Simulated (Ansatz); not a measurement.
The reference is NaCl in the rock salt structure (space group Fm-3m, No. 225; a = 5.601 Å). Axes: x, y, z lie along the cube axes.

Calculations: DFT with PBEsol, PAW potentials and a 420 eV plane-wave cutoff in Ansatz (a program for electronic structure), no spin-orbit coupling.

It is then changed as follows: an isotropic linear strain of −0.50 %; the atoms relax in the strained cell.

Question: Predict the stress tensor and what it implies for the stiffness.

Answer: Stress of the strained cell less that of the base (GPa, compression positive):
```
   0.40    0.00    0.00
   0.00    0.40    0.00
   0.00    0.00    0.40
```

Then B = −ΔP/(ΔV/V₀) with ΔV/V₀ = -0.0149 gives secant stiffness values (nonlinear terms included at this strain): B ≈ 27 GPa.

Stability against distortions was not tested.
